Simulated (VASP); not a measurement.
# Sn₃Te: molecular dynamics with a thermostat

Sn₃Te, I4/mmm (no. 139), 8 atoms in the cell. PBE, molecular dynamics; PAW potentials Te, Sn (PBE set).

Ensemble: Nose-Hoover; Target temperature (K): 1600.

## Input

INCAR:
```
ALGO = Fast ; EDIFF = 1E-6
ENCUT = 200 ; GGA = PE
IBRION = 0 ; ISIF = 2
ISMEAR = -1 ; ISYM = 0
KPAR = 2 ; LASPH = T
LCHARG = F ; LREAL = Auto
LWAVE = F ; MDALGO = 2
NELM = 60 ; NELMIN = 4
NSW = 60 ; POTIM = 4.0
PREC = Normal ; RANDOM_SEED = 114251 0 0
SIGMA = 0.069 ; SMASS = 0
TEBEG = 1600
```

KPOINTS:
```
k-points
0
Gamma
  3 3 1
```

POSCAR:
```
Sn3Te
1.0
    4.6018080000      0.0000000000      0.0000000000
    0.0000000000      4.6018080000      0.0000000000
    0.0000000000      0.0000000000     11.0329880000
Te Sn
2 6
Direct
    0.0000000000      0.0000000000      0.0000000000
    0.5000000000      0.5000000000      0.5000000000
    0.5000000000      0.5000000000      0.0000000000
    0.5000000000      0.0000000000      0.2500000000
    0.0000000000      0.5000000000      0.2500000000
    0.0000000000      0.0000000000      0.5000000000
    0.0000000000      0.5000000000      0.7500000000
    0.5000000000      0.0000000000      0.7500000000
```

Commands:
```
cat potpaw_PBE.64/Te/POTCAR potpaw_PBE.64/Sn/POTCAR > POTCAR
mpirun -np 2 vasp_std > vasp.out
```

## Result

- Mean temperature (K): 1507
- Spread of the conserved energy (meV/atom): 0.99
- Rise of the mean potential energy above the start (meV/atom): 65.9
- Electronic steps per ionic step after the first: 4.3

Course of the run:

| Time (fs) | Temperature (K) | Potential energy less the first (meV/atom) | Conserved energy less the first (meV/atom) |
|---|---|---|---|
| 4 | 1600 | 0.0 | 0.00 |
| 24 | 1620 | -2.5 | -0.13 |
| 40 | 1603 | -1.6 | -0.18 |
| 60 | 1454 | 14.7 | -0.33 |
| 76 | 1251 | 43.2 | -0.37 |
| 96 | 1064 | 86.1 | -0.38 |
| 112 | 1248 | 100.4 | -0.22 |
| 132 | 2260 | 67.7 | -0.40 |
| 148 | 2971 | 40.8 | -0.99 |
| 168 | 2230 | 65.1 | -0.33 |
| 184 | 1243 | 108.6 | -0.26 |
| 204 | 650 | 142.6 | -0.50 |
| 220 | 669 | 140.1 | -0.48 |
| 240 | 1264 | 104.6 | -0.30 |

REPORT:
```
MDALGO =   2
               SCALING =       0
                 CNEXP =     9.000   14.000
           RANDOM_SEED =            114251                0                0

   original number of atomic DOF:         21
   number of independent constraints:      0
   number of active DOF:                  21

========================================
         MD step No.       1
========================================

  Atomic velocities initialized by STEP_tb

  >Energies
                    E_tot             E_pot             E_kin               EPS                ES
   e_b>   -0.26881884E+02   -0.28329605E+02    0.14477205E+01    0.00000000E+00    0.00000000E+00

  >Temperature
               T_sim     T_inst
   tmprt>   1600.000   1600.000

  >Thermostat:
           s(n+1) sdot(n+1)      s(n)   sdot(n)        Qs
   s_b>  -0.00000  -0.00000   0.00000   0.00000   1.71092

           RANDOM_SEED =            114251               48                0

[... steps left out ...]

========================================
         MD step No.      60
========================================

  >Energies
                    E_tot             E_pot             E_kin               EPS                ES
   e_b>   -0.26884256E+02   -0.27493048E+02    0.11440219E+01    0.19636791E+00   -0.73159763E+00

  >Temperature
               T_sim     T_inst
   tmprt>   1600.000   1264.356

  >Thermostat:
           s(n+1) sdot(n+1)      s(n)   sdot(n)        Qs
   s_b>  -0.29449  -0.04274  -0.25267  -0.04091   1.71092

           RANDOM_SEED =            114251               48                0
```

OSZICAR:
```
N       E                     dE             d eps       ncg     rms          rms(c)
DAV:   1     0.729623502573E+02    0.72962E+02   -0.70721E+03   230   0.558E+02
DAV:   2    -0.218854046884E+02   -0.94848E+02   -0.92553E+02   293   0.113E+02
DAV:   3    -0.283749199375E+02   -0.64895E+01   -0.63473E+01   309   0.317E+01
DAV:   4    -0.285062308206E+02   -0.13131E+00   -0.13029E+00   287   0.487E+00
DAV:   5    -0.285103226979E+02   -0.40919E-02   -0.40894E-02   317   0.720E-01    0.875E+00
RMM:   6    -0.283653700060E+02    0.14495E+00   -0.15714E-01   236   0.132E+00    0.552E+00
RMM:   7    -0.283393894223E+02    0.25981E-01   -0.22665E-01   246   0.162E+00    0.502E-01
RMM:   8    -0.283305449844E+02    0.88444E-02   -0.46852E-02   230   0.821E-01    0.146E-01
RMM:   9    -0.283295177764E+02    0.10272E-02   -0.35583E-03   233   0.277E-01    0.121E-01
RMM:  10    -0.283296130559E+02   -0.95279E-04   -0.13153E-03   248   0.126E-01    0.289E-02
RMM:  11    -0.283296025090E+02    0.10547E-04   -0.16507E-04   245   0.536E-02    0.124E-02
RMM:  12    -0.283296055043E+02   -0.29953E-05   -0.46032E-05   257   0.222E-02    0.149E-02
[... left out ...]
     58 T=   943. E= -.26884970E+02 F= -.27351317E+02 E0= -.27322544E+02  EK= 0.85342E+00 SP= -.52E+00 SK= 0.13E+00
     59 T=  1089. E= -.26884540E+02 F= -.27418458E+02 E0= -.27389769E+02  EK= 0.98578E+00 SP= -.62E+00 SK= 0.17E+00
[... last step whole ...]
       N       E                     dE             d eps       ncg     rms          rms(c)
DAV:   1    -0.274930389304E+02   -0.74582E-01   -0.14877E-02   460   0.146E+00    0.101E-02
RMM:   2    -0.274930464227E+02   -0.74923E-05   -0.11212E-04   230   0.484E-02    0.259E-03
RMM:   3    -0.274930476922E+02   -0.12696E-05   -0.12504E-05   227   0.174E-02    0.279E-03
RMM:   4    -0.274930479969E+02   -0.30470E-06   -0.27201E-06   157   0.726E-03
     60 T=  1264. E= -.26884256E+02 F= -.27493048E+02 E0= -.27464402E+02  EK= 0.11440E+01 SP= -.73E+00 SK= 0.20E+00
```

Limits: 240 fs of 8 atoms are too short for converged averages; the cell is only 4.6 Å across, so each atom moves in step with near copies of itself.

VASP 6.6.1 took 239 s on 2 cores (Intel Xeon Platinum 8259CL @ 2.50GHz (Skylake/Cascade Lake)), a shared host.
